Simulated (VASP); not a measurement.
# Al (P-1) in VASP: further runs

Aim: see how the results for Al move with the level of theory and the settings. Levels: HSE06+TS, PBE+D2. Tasks: band structure.

All numbers are computed with VASP 6.6.1; they aren't measurements. Logs are shortened: lines on timing, memory, paths and dates and some standing lists are left out, and cuts for length are marked.

**1. The cell of the first run**

The typed cell holds 1 atom: a = 2.824 Å, b = 2.645 Å, c = 2.800 Å, α = 110.77°, β = 108.30°, γ = 109.45°.

This isn't the form of Al at room conditions, which is fcc.

**2. Band structure, HSE06+TS (cell sheared at random, sigma 0.03, atoms nudged by 0.01 Å)**

POSCAR

```
Al
1.0
   -1.5759003900      1.6569236100      1.6579838500
    1.4794763400     -1.5976414500      1.5022776300
    1.6144548200      1.6361958800     -1.5987016800
Al
1
Direct
    0.0000000000      0.0000000000      0.0000000000
```

INCAR.step1

```
SYSTEM = Al
PREC     = Accurate       ! precision mode
ENCUT    = 520            ! plane-wave cutoff, eV
EDIFF    = 1E-5           ! SCF threshold, eV
ISMEAR   = 0              ! smearing method
SIGMA    = 0.01           ! smearing width, eV
LREAL    = .FALSE.        ! projectors in reciprocal space
LASPH    = .TRUE.         ! aspherical terms in the spheres
NELM     = 60             ! most SCF steps
ALGO     = Normal         ! electronic algorithm
ISIF     = 2              ! what is computed and relaxed
LWAVE    = .TRUE.         ! write WAVECAR
LCHARG   = .FALSE.        ! write CHGCAR
NBANDS   = 8              ! bands
GGA      = PE             ! functional
```

INCAR.step2

```
SYSTEM = Al
PREC     = Accurate       ! precision mode
ENCUT    = 520            ! plane-wave cutoff, eV
EDIFF    = 1E-6           ! SCF threshold, eV
ISMEAR   = 0              ! smearing method
SIGMA    = 0.01           ! smearing width, eV
LREAL    = .FALSE.        ! projectors in reciprocal space
LASPH    = .TRUE.         ! aspherical terms in the spheres
NELM     = 60             ! most SCF steps
ALGO     = Normal         ! electronic algorithm
ISIF     = 2              ! what is computed and relaxed
LWAVE    = .FALSE.        ! write WAVECAR
LCHARG   = .FALSE.        ! write CHGCAR
GGA      = PE             ! functional
LHFCALC  = .TRUE.         ! exact exchange
HFSCREEN = 0.2            ! screening, 1/A
PRECFOCK = Fast         
IVDW     = 2              ! dispersion correction
NBANDS   = 8              ! bands
ISTART   = 1
```

KPOINTS

```
Automatic mesh
0
G
  6 6 6
  0 0 0
```

KPOINTS_OPT

```
path XGY,LGZ,NGM,RG
10
line-mode
reciprocal
-0.5000000000  0.5000000000  0.0000000000  X
 0.0000000000  0.0000000000  0.0000000000  G

 0.0000000000  0.0000000000  0.0000000000  G
 0.5000000000  0.0000000000  0.0000000000  Y

 0.0000000000  0.5000000000  0.0000000000  L
 0.0000000000  0.0000000000  0.0000000000  G

 0.0000000000  0.0000000000  0.0000000000  G
 0.0000000000  0.0000000000 -0.5000000000  Z

-0.5000000000  0.5000000000 -0.5000000000  N
 0.0000000000  0.0000000000  0.0000000000  G

 0.0000000000  0.0000000000  0.0000000000  G
 0.5000000000  0.0000000000 -0.5000000000  M

 0.0000000000  0.5000000000 -0.5000000000  R
 0.0000000000  0.0000000000  0.0000000000  G
```

Potentials or basis: VASP PAW PBE potentials, release 64 (Al).

Command:

```sh
cat potpaw_PBE.64/Al/POTCAR > POTCAR
cp INCAR.step1 INCAR
mpirun -np 1 vasp_std > vasp.out
cp INCAR.step2 INCAR
mpirun -np 1 vasp_std > vasp.out
```

OUTCAR:

```text
SYSTEM = Al
   PREC = Accurate
   ENCUT = 520
   EDIFF = 1E-6
   ISMEAR = 0
   LREAL = .FALSE.
   LASPH = .TRUE.
   NELM = 60
   ISIF = 2
   GGA = PE
   LHFCALC = .TRUE.
   HFSCREEN = 0.2
   PRECFOCK = Fast
   IVDW = 2
   ISTART = 1
  IVDW =   2

 ion  position               nearest neighbor table
   1  0.000  0.000  0.000-

  LATTYP: Found a triclinic cell.
 ALAT       =     2.6454010133
 B/A-ratio  =     1.6944159200
 C/A-ratio  =     1.0676998823
 COS(alpha) =     0.0003266186
 COS(beta)  =     0.3329699808
 COS(gamma) =     0.8117332543

  Lattice vectors:

 A1 = (   1.4794763400,  -1.5976414500,   1.5022776300)
 A2 = (  -0.1349784800,  -3.2338373300,   3.1009793100)
 A3 = (   1.5759003900,  -1.6569236100,  -1.6579838500)

Analysis of symmetry for initial positions (statically):
=====================================================================
 Subroutine PRICEL returns:
 Original cell was already a primitive cell.

 Routine SETGRP: Setting up the symmetry group for a
 triclinic supercell.

 Subroutine GETGRP returns: Found  2 space group operations
 (whereof  2 operations were pure point group operations)
 out of a pool of  2 trial point group operations.

The static configuration has the point symmetry S_2 .

Analysis of symmetry for dynamics (positions and initial velocities):
=====================================================================
 Subroutine PRICEL returns:
 Original cell was already a primitive cell.

 Routine SETGRP: Setting up the symmetry group for a
 triclinic supercell.

 Subroutine GETGRP returns: Found  2 space group operations
 (whereof  2 operations were pure point group operations)
 out of a pool of  2 trial point group operations.

The dynamic configuration has the point symmetry S_2 .

 Subroutine INISYM returns: Found  2 space group operations
 (whereof  2 operations are pure point group operations),
 and found     1 'primitive' translations

----------------------------------------------------------------------------------------

                                     Primitive cell

  volume of cell :      16.0761

  direct lattice vectors                    reciprocal lattice vectors
    -1.575900390  1.656923610  1.657983850     0.005979769  0.297994469  0.311021997
     1.479476340 -1.597641450  1.502277630     0.333519928 -0.009787513  0.326789278
     1.614454820  1.636195880 -1.598701680     0.319605524  0.299847346  0.004126893

  length of vectors
     2.824494350  2.645401013  2.799901496     0.430779693  0.467035941  0.438261512

  position of ions in fractional coordinates (direct lattice)
     0.000000000  0.000000000  0.000000000

  ion indices of the primitive-cell ions
   primitive index   ion index
                 1           1

----------------------------------------------------------------------------------------

 KPOINTS: Automatic mesh

Automatic generation of k-mesh.
 Grid dimensions read from file:
 generate k-points for:    6    6    6

 Generating k-lattice:

  Cartesian coordinates                     Fractional coordinates (reciprocal lattice)
     0.000996628  0.049665745  0.051837000     0.166666667  0.000000000 -0.000000000
     0.055586655 -0.001631252  0.054464880     0.000000000  0.166666667 -0.000000000
     0.053267587  0.049974558  0.000687815     0.000000000 -0.000000000  0.166666667

  Length of vectors
     0.071796616  0.077839323  0.073043585

  Shift w.r.t. Gamma in fractional coordinates (k-lattice)
     0.000000000  0.000000000  0.000000000

 Subroutine IBZKPT returns following result:
 ===========================================

 Found    112 irreducible k-points:

 Following reciprocal coordinates:
            Coordinates               Weight
  0.000000  0.000000  0.000000      1.000000
  0.166667  0.000000 -0.000000      2.000000
  0.333333  0.000000  0.000000      2.000000
  0.500000 -0.000000  0.000000      1.000000
 -0.000000  0.166667  0.000000      2.000000
  0.166667  0.166667  0.000000      2.000000
[... 16 lines left out ...]
  0.333333 -0.000000  0.166667      2.000000
  0.500000  0.000000  0.166667      2.000000
 [... further k-points ...]
   k-points           NKPTS =    112   k-points in BZ     NKDIM =    216   number of bands    NBANDS=      8
   number of dos      NEDOS =    301   number of ions     NIONS =      1
   total plane-waves  NPLWV =  11520
   dimension x,y,z NGX =    24 NGY =   20 NGZ =   24
   dimension x,y,z NGXF=    48 NGYF=   40 NGZF=   48
   ions per type =               1
   NGX,Y,Z   is equivalent  to a cutoff of  14.13, 12.57, 14.25 a.u.
   NGXF,Y,Z  is equivalent  to a cutoff of  28.25, 25.14, 28.50 a.u.
 SYSTEM =  Al
   PREC   = accura    normal or accurate (medium, high low for compatibility)
   ISTART =      1    job   : 0-new  1-cont  2-samecut
   ICHARG =      0    charge: 1-file 2-atom 10-const
   ISPIN  =      1    spin polarized calculation?
   LNONCOLLINEAR =      F non collinear calculations
   LSORBIT =      F    spin-orbit coupling
   LASPH  =      T    aspherical Exc in radial PAW
   ENCUT  =  520.0 eV  38.22 Ry    6.18 a.u.   5.25  4.92  5.21*2*pi/ulx,y,z
   NELM   =     60;   NELMIN=  2; NELMDL=  0     # of ELM steps
   EDIFF  = 0.1E-05   stopping-criterion for ELM
   LREAL  =      F    real-space projection
   EDIFFG = 0.1E-04   stopping-criterion for IOM
   NSW    =      0    number of steps for IOM
   IBRION =     -1    ionic relax: 0-MD 1-quasi-New 2-CG
   NFREE  =      0    steps in history (QN), initial steepest desc. (CG)
   ISIF   =      2    stress and relaxation
   ISYM   =      3    0-nonsym 1-usesym 2-fastsym
   POTIM  = 0.5000    time-step for ionic-motion
   TEBEG  =    0.0;   TEEND  =   0.0 temperature during run
   PSTRESS=    0.0 pullay stress
   NELECT =       3.0000    total number of electrons
   NUPDOWN=      -1.0000    fix difference up-down
   EMIN   =  10.00;   EMAX   =-10.00  energy-range for DOS
   EFERMI =   0.00;   METHOD = LEGACY
   ISMEAR =     0;   SIGMA  =   0.01  broadening in eV -4-tet -1-fermi 0-gaus
   EFERMI_NEDOS =   21; number of points for ismear=-14 and -15
   IALGO  =     38    algorithm
   IMIX   =      1    mixing-type and parameters
     AMIX     =   0.40;   BMIX     =  1.00
     AMIX_MAG =   1.60;   BMIX_MAG =  1.00
  volume/ion in A,a.u.               =      16.08       108.49
  Fermi-wavevector in a.u.,A,eV,Ry     =   0.935523  1.767883 11.907874  0.875204
  Thomas-Fermi vector in A             =   2.062440
   LORBIT       =      0    0 simple, 1 ext, 2 COOP (PROOUT), +10 PAW based schemes
   GGA     = PE    functional components
   LHFCALC =     T    Hartree Fock is set to
   PRECFOCK=fast      Normal, Fast or Accurate (Low or Medium for compatibility)
   ENCUT4O =  -1.0   cutoff for four orbital integrals eV
   NKREDX  =     1    reduce k-point grid by
   NKREDY  =     1    reduce k-point grid by
   NKREDZ  =     1    reduce k-point grid by
   AEXX    =    0.2500 exact exchange contribution
   HFSCREEN=    0.2000 screening length (either q_TF or 0.3 A-1)
   HFSCREENC=   0.2000 screening length for correlation (either q_TF or 0.3 A-1)
   ENCUTFOCK=  -1.0 apply spherical cutoff to Coloumb kernel
   IVDW    =     2    specifies the selected vdW correction
   LEPSILON=     F    determine dielectric tensor
   LRPA    =     F    only Hartree local field effects (RPA)
 non-spin polarized calculation
 Gauss-broadening in eV      SIGMA  =   0.01
  energy-cutoff  :      520.00
  volume of cell :       16.08
 maximum number of plane-waves:       444
 NGX is ok and might be reduce to    24
  NGX = 12; NGY = 12; NGZ = 12

 number of electron       3.0000000 magnetization

 Free energy of the ion-electron system (eV)
  ---------------------------------------------------
  ext. energy  EPLUGINS =         0.00000000
  ---------------------------------------------------
  free energy    TOTEN  =        -4.00887050 eV

  energy without entropy =       -4.00881826  energy(sigma->0) =       -4.00884438

 E-fermi :   8.1083     XC(G=0):  -8.4724

 val. band max:        8.0520201629   @ k =   0.0000   0.5000   0.1667
 cond. band min:       8.1083370659   @ k =  -0.3333   0.5000   0.1667
 fundamental gap:      0.0563169030
 Fermi energy:         8.1083370658

 k-point     1 :       0.0000    0.0000    0.0000
  band No.  band energies     occupation
      1      -4.6474      2.00000
      2      21.8856      0.00000
      3      22.7557      0.00000
      4      23.2769      0.00000
      5      23.4140      0.00000
      6      23.9505      0.00000
      7      25.5005      0.00000
      8      25.5062      0.00000

 k-point     2 :       0.1667    0.0000   -0.0000
  band No.  band energies     occupation
      1      -3.7938      2.00000
      2      15.6813      0.00000
      3      20.3278      0.00000
      4      20.7369      0.00000
      5      23.2606      0.00000
      6      24.6234      0.00000
      7      26.1785      0.00000
      8      27.0098      0.00000

 k-point     3 :       0.3333    0.0000    0.0000
  band No.  band energies     occupation
      1      -1.2402      2.00000
      2       8.8305      0.00000
      3      18.4263      0.00000
      4      18.6476      0.00000
      5      21.6131      0.00000
      6      22.7583      0.00000
      7      28.2402      0.00000
      8      29.4532      0.00000
[... 210 lines left out ...]
 k-point    23 :       0.3333   -0.0000    0.1667
  band No.  band energies     occupation
      1       1.3107      2.00000
      2       6.4281      2.00000
      3      11.9443      0.00000
      4      19.1027      0.00000
      5      24.0845      0.00000
      6      25.4519      0.00000
      7      28.1347      0.00000
      8      29.7852      0.00000

 k-point    24 :       0.5000    0.0000    0.1667
  band No.  band energies     occupation
      1       1.3587      2.00000
      2       6.3553      2.00000
      3      11.9633      0.00000
      4      18.7409      0.00000
      5      24.4400      0.00000
      6      24.8863      0.00000
      7      27.2950      0.00000
      8      31.2565      0.00000

 [... further k-points ...]

------------------------ aborting loop because EDIFF is reached ----------------------------------------

  Hirshfeld charges:
            ion         q(e)
   ------------------------------
      1     Al       0.00000000

  Tkatchenko/Scheffler method for vdW energy calculation

  Number of pair interactions contributing to vdW energy:   32610

  Edisp (eV):   -0.55516

  FORCE on cell =-STRESS in cart. coord.  units (eV):
  Direction    XX          YY          ZZ          XY          YZ          ZX
  --------------------------------------------------------------------------------------
  -------------------------------------------------------------------------------------
  Total      -0.18492     0.15322    -0.64084    -0.26995    -0.41531     0.72701
  in kB     -18.42942    15.27010   -63.86731   -26.90386   -41.39023    72.45489
  external pressure =      -22.34 kB  Pullay stress =        0.00 kB

 VOLUME and BASIS-vectors are now :
 -----------------------------------------------------------------------------
  energy-cutoff  :      520.00
  volume of cell :       16.08
      direct lattice vectors                 reciprocal lattice vectors
    -1.575900390  1.656923610  1.657983850     0.005979769  0.297994469  0.311021997
     1.479476340 -1.597641450  1.502277630     0.333519928 -0.009787513  0.326789278
     1.614454820  1.636195880 -1.598701680     0.319605524  0.299847346  0.004126893

 POSITION                                       TOTAL-FORCE (eV/Angst)
 -----------------------------------------------------------------------------------
      0.00000      0.00000      0.00000         0.000000      0.000000     -0.000000
 -----------------------------------------------------------------------------------
    total drift:                                0.000000     -0.000000     -0.000000

  FREE ENERGIE OF THE ION-ELECTRON SYSTEM (eV)
  ---------------------------------------------------
  free  energy   TOTEN  =        -4.5640302185 eV

  energy  without entropy=       -4.5639779787  energy(sigma->0) =       -4.56400410
```

Run time: 8 min. Hardware: 1 thread of Intel Xeon Platinum 8259CL at 2.50GHz (Skylake/Cascade Lake), shared host; peak memory 0.27 GiB.

What came out:

```
Free energy                : -4.5640 eV
Pressure                   : -2.2 GPa
Band gap along the path    : none (metal or under the smearing width)
Dispersion energy per atom : -0.555 eV
```

Stress tensor (GPa, compression positive):
```
-1.84 -2.69  7.25
-2.69  1.53 -4.14
 7.25 -4.14 -6.39
```

Levels at the corners of the path, in eV from the Fermi level:
```tsv
point	band 1	band 2	band 3	band 4
X	-4.84	-4.05	9.28	9.47
Γ	-12.76	13.78	14.65	15.17
Γ	-12.76	13.78	14.65	15.17
Y	-5.23	-4.97	9.69	9.79
L	-4.35	-3.15	8.10	8.43
Γ	-12.76	13.78	14.65	15.17
Γ	-12.76	13.78	14.65	15.17
Z	-5.08	-4.62	8.97	9.21
N	1.24	2.54	2.97	3.45
Γ	-12.76	13.78	14.65	15.17
Γ	-12.76	13.78	14.65	15.17
M	-5.02	-4.57	8.69	8.90
R	-4.89	-4.14	9.53	9.88
Γ	-12.76	13.78	14.65	15.17
```

Caveat: the k mesh is coarse (spacing up to 0.49 Å⁻¹), so the values aren't converged, least of all with exact exchange; atom-pairwise D2, TS and ULG terms overbind metals; the PAW data sets were made with another functional, which shifts forces and pressure a little; pairwise dispersion overbinds metals, which lowers pressure and volume.

**3. Band structure, PBE+D2 (cell sheared at random, sigma 0.03, atoms nudged by 0.01 Å)**

run.py

```python
from ase.calculators.vasp import Vasp
from ase.dft.bandgap import bandgap
from ase.io import read

atoms = read('POSCAR')
calc = Vasp(
    directory='calc',
    xc='pbe',
    pp='PBE',
    setups='gw',
    prec='Accurate',
    encut=600,
    ediff=1e-07,
    ismear=-1,
    sigma=0.05,
    lreal=False,
    lasph=True,
    nelm=100,
    algo='Normal',
    isif=2,
    lwave=False,
    lcharg=True,
    ivdw=1,
    kpts=[11, 12, 12],
    gamma=True,
)
atoms.calc = calc

print('energy (eV):', atoms.get_potential_energy())
print('free energy (eV):', atoms.get_potential_energy(force_consistent=True))
efermi = calc.get_fermi_level()
print('Fermi level (eV):', efermi)
path = atoms.cell.bandpath(npoints=40, eps=1e-4)
print('path:', path.path)
calc.set(kpts=path.kpts, reciprocal=True, icharg=11, isym=0, lcharg=False)
calc.calculate(atoms)
print('gap on the path (eV):', bandgap(calc, efermi=efermi)[0])
print('direct gap on the path (eV):', bandgap(calc, efermi=efermi, direct=True)[0])
```

POSCAR is that of step 2.

Potentials or basis: VASP PAW PBE potentials, release 64 (Al_GW).

Command:

```sh
python run.py
```

Wall time 80 s (1 thread of Intel Xeon Platinum 8259CL at 2.50GHz (Skylake/Cascade Lake), shared host); peak memory 0.13 GiB.

Results (log left out):

- Band gap along the path: none (metal or under the smearing width)
- Dispersion energy per atom: -0.284 eV

Levels at the corners of the path, in eV from the Fermi level:
```
point  band 1  band 2  band 3  band 4
    X   -4.31   -3.65    8.25    8.44
    Γ  -11.30   12.49   13.35   13.85
    Y   -4.69   -4.47    8.66    8.75
    L   -3.89   -2.92    7.14    7.48
    Γ  -11.30   12.49   13.35   13.85
    Z   -4.54   -4.15    7.97    8.19
    N    0.95    2.10    2.52    2.90
    Γ  -11.30   12.49   13.35   13.85
    M   -4.51   -4.13    7.72    7.93
    R   -4.36   -3.75    8.50    8.84
    Γ  -11.30   12.49   13.35   13.85
```

Caveat: the log is that of the step along the path at fixed density, whose energy, stress, charges and moments have no meaning; atom-pairwise D2, TS and ULG terms overbind metals; pairwise dispersion overbinds metals, which lowers pressure and volume.
